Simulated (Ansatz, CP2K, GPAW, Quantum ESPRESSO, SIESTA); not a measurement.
# One structure in several programs: GeTe (P1, 2 atoms in the cell)

Self-consistent single point, at a second geometry (atoms moved at random). First geometry:

```
CELL_PARAMETERS angstrom
      2.06852     1.19426     3.63341
     -2.06852     1.19426     3.63341
      0.00000    -2.38853     3.63341
ATOMIC_POSITIONS crystal
  Ge 0.99223 0.99223 0.99223
  Te 0.52878 0.52878 0.52878
```

Second geometry:
```yaml
crystal:
  lattice:
    - [2.06852, 1.19426, 3.63341]
    - [-2.06852, 1.19426, 3.63341]
    - [0.00000, -2.38853, 3.63341]
  atoms:
    - { symbol: Ge, position: [0.99657, 0.99127, 0.99403] }
    - { symbol: Te, position: [0.52444, 0.52973, 0.52697] }
```

Shared settings, as Ansatz (an electronic-structure program) writes them: kpoints.mp_grid.grid = 8 8 8; scf.occupations.method = fixed. Potentials and cutoffs stand in the table.

```csv
code,model,ΔF from the first geometry (meV/atom),pressure (GPa),largest force (eV/Å),gap on the mesh (eV),cutoff
CP2K,"PBE, GPW, DZVP-MOLOPT-SR-GTH basis, GTH-PBE potentials (GTH_POTENTIALS)",-5.4,3.49,0.225,0.410,grid 400 Ry
SIESTA,"GGA PBE, numerical atomic orbitals DZP, PseudoDojo PBE standard norm-conserving potentials (rewritten from UPF to PSML)",-12.7,3.90,0.609,0.455,grid 350 Ry
Quantum ESPRESSO,"PBE, SSSP 1.1.2 efficiency (PBE) pseudopotentials",-4.7,2.46,0.188,0.372,50 Ry
GPAW,"PBE, GPAW PAW datasets PBE (gpaw-data 1.0.1)",-4.6,2.28,0.191,0.424,600 eV
Ansatz,"PBE, default PAW files",-4.5,2.53,0.181,0.421,default
```

Gaps are read on the mesh.

On Ansatz's run: spin-orbit coupling is off.

The spread over the programs that give each value: ΔF from the first geometry within 8.2 meV/atom; pressure within 1.62 GPa; largest force within 0.428 eV/Å; gap on the mesh within 0.083 eV.

CP2K and SIESTA use small atom-centred bases, whose incompleteness enters pressures, forces and empty levels differently from a plane-wave cutoff. Ansatz's pressure is given at a fixed set of plane waves, as the other plane-wave codes print theirs. In the pressure, CP2K (by 1.03) and SIESTA (by 1.43) lie more than 1 GPa from the median of the plane-wave programs. In the force vectors, SIESTA (by 0.430) lies more than 0.08 eV/Å from the median of the plane-wave programs.

The starting cell comes from a database of computed structures (which also holds hypothetical and non-ambient phases and stackings), without a prior relaxation at this level. Its lattice was rescaled by a random factor within 2.5 % of one. For this run, on top of that: atoms moved at random.

Keys are those of Ansatz 0.2.
